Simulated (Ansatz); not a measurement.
Reaction (hydrogen abstraction from the S–H bond): `C[SiH](S)Cl` + `F[C](F)F`• → `C[SiH]([S])Cl`• + trifluoromethane

Gas-phase electronic energies from Ansatz, PBE0-D4/def2-TZVP geometries. CCSD(T)/CBS is the MP2 limit (def2-TZVPP, def2-QZVPP) plus CCSD(T) − MP2 in def2-TZVPP, frozen cores. This one scheme is used for every species. DFT in def2-TZVPP. HSE06 is defined as in plane-wave codes. Open shells (•) are unrestricted, without spin–orbit coupling. Each species was taken in one conformer, which may not be the lowest.

`C[SiH](S)Cl`:

Cartesian coordinates in Å:
```
C 0.615 0.035 1.016
Si 0.080 0.239 -0.748
S -1.192 -1.335 -1.406
Cl -0.843 2.075 -0.918
H 1.141 -0.914 1.141
H -0.249 0.046 1.684
H 1.280 0.852 1.305
H 1.210 0.221 -1.704
H -2.041 -1.219 -0.370
```

`F[C](F)F`•:

Cartesian coordinates in Å:
```
F 0.387 0.558 1.057
C 0.272 -0.075 -0.087
F -0.239 0.700 -1.015
F -0.420 -1.183 0.046
```

`C[SiH]([S])Cl`•:

```xyz
8

C    -0.579    0.582   -0.631
Si    0.540   -0.458    0.428
S    -0.341   -2.348    0.763
Cl    0.930    0.574    2.169
H    -0.120    1.560   -0.791
H    -0.743    0.099   -1.597
H    -1.543    0.730   -0.141
H     1.856   -0.737   -0.199
```

`FC(F)F`:

```xyz
5

F    -0.617    0.933    0.685
C     0.020   -0.041    0.039
F    -0.821   -0.588   -0.838
F     1.040    0.492   -0.630
H     0.378   -0.795    0.744
```

Q: Is it downhill or uphill in electronic energy at CCSD(T)/CBS, and by how much? (Estimate.)

A: Ansatz gave: Downhill: ΔE = -80.8 kJ/mol.

Q: What do these levels give: r2SCAN-D4, HSE06-D4, CAM-B3LYP-D4, PBE-QIDH, r2SCAN, PBE0, HSE06, CAM-B3LYP, HF/def2-SVP, MP2/def2-SVP, CCSD(T)/def2-SVP, CCSD(T)/def2-TZVPP? (An estimate is asked.)

A: The calculation gave: r2SCAN-D4 -64.9, HSE06-D4 -70.4, CAM-B3LYP-D4 -77.8, PBE-QIDH -75.3, r2SCAN -65.3, PBE0 -71.4, HSE06 -71.4, CAM-B3LYP -78.9, HF/def2-SVP -95.7, MP2/def2-SVP -81.7, CCSD(T)/def2-SVP -85.6, CCSD(T)/def2-TZVPP -83.1 kJ/mol.

Largest T1 diagnostic among the species: 0.014.

From BLYP to BHLYP (50 % exact exchange), in def2-TZVPP and without D4, ΔE moves by −10.7 kJ/mol. Leaving LDA and LC-ωPBE aside and taking each functional with its dispersion term where it has one, the values, not all of them listed here, spread over 18.6 kJ/mol, from BHLYP-D4 to r2SCAN-D4.
